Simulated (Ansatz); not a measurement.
Runs of Ansatz 0.2.0 on Co. The structure is hexagonal, space group P6_3/mmc (No. 194). Conventional cell: a = 2.471 Å, b = 2.471 Å, c = 8.088 Å, α = 90.00°, β = 90.00°, γ = 120.00°. Co (site symmetry -6m2) has 12 Co at 2.47 Å as nearest neighbours. Around Co (site symmetry -3m) lie 12 Co at 2.47 Å. 

| task | level | cell | k mesh | cutoff (eV) | gap on the mesh (eV) | pressure (GPa) | moment (μB) | relaxed volume (Å³/atom) |
| --- | --- | --- | --- | --- | --- | --- | --- | --- |
| relaxation of cell and atoms | rPW86-PBE | relaxed | 12 × 12 × 4 | 420 | none | 0.0 | (a) | 11.34 |
| phonons | LDA | as given | 10 × 10 × 3 | 420 | none | - | 6.58 | - |
| relaxation of cell and atoms | r2SCAN | relaxed | 12 × 12 × 4 | 500 | - | 0.0 | 7.07 | 10.67 |
| relaxation of cell and atoms | revPBE | relaxed | 12 × 12 × 4 | 420 | - | 0.0 | (b) | 11.14 |
| relaxation of cell and atoms | PBEsol+D3(BJ) | relaxed | 12 × 12 × 4 | 420 | - | 0.0 | 6.31 | 10.14 |

Alike in all rows: potentials or basis Ansatz PAW; spin collinear, ferromagnetic start; smearing fermi-dirac 0.05 eV.

**Question.** Estimate the missing entries.

**Answer.** (a) 6.67; (b) 6.76.

Caveats: the PAW data sets come from PBE, with cores solved anew for the run's functional, which leaves a small shift of forces and pressure; the plane-wave basis is chosen anew once the cell has moved, so the energies of steps on either side of that aren't comparable (some runs); the magnetic or orbital state may not be the lowest (some runs).

A gap of «none» marks a metal or a gap under the smearing width.

Runs at the PBE level aren't shown here.
